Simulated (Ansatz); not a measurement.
Runs of Ansatz 0.2.0 on MgO. It takes space group Fm-3m (No. 225, cubic). The conventional cell has a = 4.194 Å, b = 4.194 Å, c = 4.194 Å, α = 90.00°, β = 90.00°, γ = 90.00°. Mg (site symmetry m-3m) is surrounded by 6 O at 2.10 Å. O (site symmetry m-3m) has 6 Mg at 2.10 Å as nearest neighbours. The cell is a database's computed one.

| task | level | potentials or basis | cell | k mesh | cutoff (eV) | smearing | driver | q mesh | points for each segment of the path | other keys | gap on the mesh (eV) | pressure (GPa) |
| --- | --- | --- | --- | --- | --- | --- | --- | --- | --- | --- | --- | --- |
| phonons | PBEsol+D4 | SSSP efficiency PAW | volume scaled by 1.04 | 8 × 8 × 8 | 680 | tetrahedron-uncorrected | chain | 2 × 2 × 2 | 8 | scf.occupations.width = left out; … | 4.38 | - |
| band structure | r2SCAN+rVV10 | Ansatz PAW earlier set | volume scaled by 0.8 | 12 × 12 × 12 | 1050 | fermi-dirac 0.005 eV | chain | - | 14 | scf.occupations.method = fermi_dirac; scf.occupations.width = 0.005 | 8.35 | (a) |
| band structure | BLYP+D3(BJ) | PseudoDojo LDA | as given | 11 × 11 × 11 | 1143 | methfessel-paxton 0.01 eV | chain | - | 14 | - | 5.33 | -3.1 |
| projected density of states | m-r2SCAN+D4 | JTH PAW | cell strained at random at fixed volume | 8 × 8 × 8 | 1380 | fermi-dirac 0.01 eV | chain | - | - | - | 5.70 | 1.3 |
| band structure | BLYP+D3(BJ) | PseudoDojo standard (LDA files) | as given | 11 × 11 × 11 | 1143 | methfessel-paxton 0.01 eV | - | - | 14 | - | 5.33 | -3.1 |

Alike in all rows: no spin polarisation.

**Question.** Fill in the values left out.

**Answer.** (a) 60.1.

Caveats: the potentials were made for another functional, which shifts forces and pressure (some runs); the PAW data sets were made with another functional, which shifts forces and pressure a little (some runs).

The runs don't all hold the same shells in valence.
